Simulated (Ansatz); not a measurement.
# ¹⁷⁷Hf nuclear quadrupole resonance in HfSiO4 under strain

Cell: an entry of the Crystallography Open Database (COD), relaxed with PBE at fixed cell and then changed (z compressed by 3 %, ions relaxed).

```cif
data_structure
_symmetry_space_group_name_H-M 'P 1'
_symmetry_Int_Tables_number 1
_cell_length_a 5.4739
_cell_length_b 5.4739
_cell_length_c 5.4739
_cell_angle_alpha 106.210
_cell_angle_beta 106.210
_cell_angle_gamma 116.211
_cell_volume 124.93
loop_
_atom_site_label
_atom_site_type_symbol
_atom_site_fract_x
_atom_site_fract_y
_atom_site_fract_z
_atom_site_occupancy
Hf1 Hf 0.75000 0.25000 0.50000 1
Hf2 Hf 0.00000 0.00000 0.00000 1
Si3 Si 0.25000 0.75000 0.50000 1
Si4 Si 0.50000 0.50000 0.00000 1
O5 O 0.13301 0.31916 0.81385 1
O6 O 0.06916 0.75532 0.68615 1
O7 O 0.50532 0.31916 0.18615 1
O8 O 0.06916 0.38301 0.31385 1
O9 O 0.61699 0.93084 0.68615 1
O10 O 0.68084 0.86699 0.18615 1
O11 O 0.24468 0.93084 0.31385 1
O12 O 0.68084 0.49468 0.81385 1
```

Atom numbers follow the list; atoms alike are taken as one site, whose name carries the number of the first.

The numbers come from a DFT calculation in Ansatz (PBE, plane waves and PAW, scalar-relativistic, 420 eV cutoff, Γ-centred 7×7×7 k-points, Fermi–Dirac smearing 0.02 eV).

¹⁷⁷Hf: I = 7/2, Q = 3365 mb (year-2017 value). Static lattice, zero field.

(1) The simulated lines lie at 58.0, 116.1, 174.1 MHz. What are |C_Q|, η and |V_zz| at Hf?

Answers

(1) For I = 7/2 and η = 0 the lines are |C_Q|/14 times 1, 2 and 3; η shifts the lowest up most. Here |C_Q| = 813 MHz, η = 0.00 and |V_zz| = 9.99 × 10²¹ V/m². The calculation gives V_zz positive; the lines don't show the sign. The site has 8 O at 2.10–2.21 Å.

An axis of threefold or higher order runs through Hf, so V_zz lies along it and η is zero.

Without spin–orbit coupling the gradients at and beside Hf can be off by some per cent, at some sites by more. At this changed cell the PBE pressure is 16 GPa.

The relaxation (4 steps) took 14 s of wall time (49 s of CPU time) and 0.75 GiB at its peak, on 4 threads of Intel Xeon Platinum 8488C (Sapphire Rapids) (x86_64; 16 cores open to the job, memory cap 8.0 GiB, no GPU), a shared host with a load of 0.5 a core.
